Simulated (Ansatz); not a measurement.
## Cu: Seebeck coefficient and carrier response

Method: DFT PBEsol, scalar-relativistic, plane waves, PAW (Ansatz). Settings: 420 eV plane-wave cutoff, Γ-centred 20×20×20 mesh, Fermi-Dirac smearing of 0.15 eV. No spin polarisation.

Equilibrium structure at this level:
```xyz
1
Lattice="0.0000 1.7821 1.7821 1.7821 0.0000 1.7821 1.7821 1.7821 0.0000" Properties=species:S:1:pos:R:3 pbc="T T T"
Cu    0.0000    0.0000    0.0000
```

In a metal these results depend on the k mesh and the smearing.

Constant relaxation time and rigid bands. The levels are interpolated over the whole zone and filled by a Fermi function at the stated temperature, with the chemical potential set by the electron count. Seebeck coefficients of a few μV/K are small differences and uncertain even in sign.

Q: Give the Drude plasma energies, the density of states at the chemical potential and σ/τ at 300 K.

A:
- Plasma energy xx, yy, zz: 9.08, 9.08, 9.08 eV
- Density of states (thermally broadened): 0.30 states/eV/cell
- Conductivity over τ, xx, yy, zz: 16.8, 16.8, 16.8 ×10²⁰ (Ω·m·s)⁻¹

Q: And the Seebeck coefficient (μV/K)?

A:
```json
{"T (K)": "300", "Sxx": "-2.4", "Syy": "-2.4", "Szz": "-2.4"}
{"T (K)": "600", "Sxx": "-4.7", "Syy": "-4.7", "Szz": "-4.7"}
{"T (K)": "900", "Sxx": "-7.1", "Syy": "-7.1", "Szz": "-7.1"}
```

Cost: 1 run of about 3.1 core-minutes, on Intel Xeon 6975P-C (Granite Rapids) (shared hosts).